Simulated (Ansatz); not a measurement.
BaTiO3 (Barioperovskite):

```
Ba Ti O
1.0
     3.98550    0.00000    0.00000
     0.00000    2.83690    2.84515
     0.00000   -2.83690    2.84515
Ba Ti O
1 1 3
Direct
  0.00000 0.00000 0.00000
  0.50000 0.51240 0.51240
  0.50000 0.99184 0.50524
  0.50000 0.50524 0.99184
  0.00000 0.48740 0.48740
```

Base run:

| Item | Value |
| --- | --- |
| Program | Ansatz 0.2.0 |
| Functional | PBE |
| Potentials or basis | Ansatz PAW |
| Cutoff | 600 eV |
| Density cutoff | 2400 eV |
| k mesh | 7 × 7 × 7 |
| Occupations | fermi-dirac, width 0.05 eV |
| Spin | no spin polarisation |

Its results: band gap on the k mesh 1.98 eV, indirect (least direct gap 2.08 eV); pressure 2.3 GPa; largest force 0.270 eV/Å.

Q: The run is repeated on the same cell with these changes: functional from PBE to r2SCAN; cutoff from 600 eV to 500 eV (not typed: the program's choice for these potentials); hubbard terms from none to Ti d U = 5 eV; hubbard projectors from none to ortho-atomic (the default). What comes out?

A: Band gap on the k mesh 2.99 eV, indirect (least direct gap 3.15 eV); pressure 0.9 GPa; largest force 0.279 eV/Å.

Several settings changed at once, so the effect can't be laid on one alone.

Caveats: spin-orbit coupling is left out, which moves the levels of the heavy elements; odd divisions of the mesh miss points on the zone boundary, where band edges often lie, so the gap on the mesh can be too wide (some runs); the k mesh misses the band edges, so the gap on the mesh is wider than the one along the path (some runs); the PAW data sets come from PBE, with cores solved anew for the run's functional, which leaves a small shift of forces and pressure (some runs).
